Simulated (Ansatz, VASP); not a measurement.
# Ge in VASP and in Ansatz

```
CELL_PARAMETERS angstrom
1.48805 -2.59469 0.00000
1.48805 2.59469 0.00000
0.00000 0.00000 4.72760
ATOMIC_POSITIONS crystal
Ge 0.33345 0.66655 0.25000
Ge 0.66655 0.33345 0.75000
```

This isn't the form of Ge at room conditions, which is diamond.

Alike in both runs: task single point; functional LDA; k mesh 10 × 10 × 6; occupations fermi-dirac, width 0.05 eV; no spin polarisation.

|  | VASP | Ansatz |
| --- | --- | --- |
| version | VASP 6.6.1 | Ansatz 0.2.0 |
| potentials or method | VASP PAW LDA potentials, release 64 (Ge_d) | Ansatz PAW |
| plane-wave cutoff (eV) | 520 | 420 |
| valence electrons in the cell | 28 | 28 |

Ansatz gave:

* gap on the k mesh at the Fermi level (eV): none
* pressure (GPa): -1.2
* largest component of the traceless stress (GPa): 1.53

Q: Estimate VASP's values.

A: gap on the k mesh at the Fermi level (eV): none; pressure (GPa): -1.2; largest component of the traceless stress (GPa): 1.54.

A gap of «none» marks a metal or a gap that the smearing closes.

Caveats: the PAW data sets come from PBE, with cores solved anew for the run's functional, which leaves a small shift of forces and pressure (Ansatz).
